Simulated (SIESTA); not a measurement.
Crystal: YN.

```
Y N
1.0
     0.00000    2.43850    2.43850
     2.43850    0.00000    2.43850
     2.43850    2.43850    0.00000
Y N
1 1
Direct
  0.00000 0.00000 0.00000
  0.50000 0.50000 0.50000
```

Base run:

- Program: SIESTA 5.4.2
- Functional: AM05
- Potentials or basis: PseudoDojo 0.4 standard (PBEsol files)
- Basis: DZP (energy shift 0.003 Ry; two zetas on semicore shells)
- Grid cutoff: 800 Ry
- Energy shift: 0.003 Ry
- k mesh: 9 × 9 × 9
- Occupations: fermi-dirac, width 0.05 eV
- Spin: no spin polarisation

Its results: band gap on the k mesh none (metal or under the smearing width); pressure -0.2 GPa.

Task: After a change of settings the same cell gave: band gap on the k mesh none (metal or under the smearing width); pressure -4.2 GPa. Which change was it?
A. functional from AM05 to PBEsol
B. functional from AM05 to LDA; potentials or basis from PseudoDojo 0.4 standard (PBEsol files) to PseudoDojo 0.4 standard (LDA files)
C. functional from AM05 to vdW-DF-cx; potentials or basis from PseudoDojo 0.4 standard (PBEsol files) to PseudoDojo 0.4 standard (PBE files)
D. functional from AM05 to BLYP; potentials or basis from PseudoDojo 0.4 standard (PBEsol files) to PseudoDojo 0.4 standard (PBE files)

Result: B.

Caveats: the basis of atomic orbitals isn't converged, which shifts pressures, moduli and gaps; the potentials were made for another functional, which shifts forces and pressure (some runs).

Not every run made on this cell is shown here.
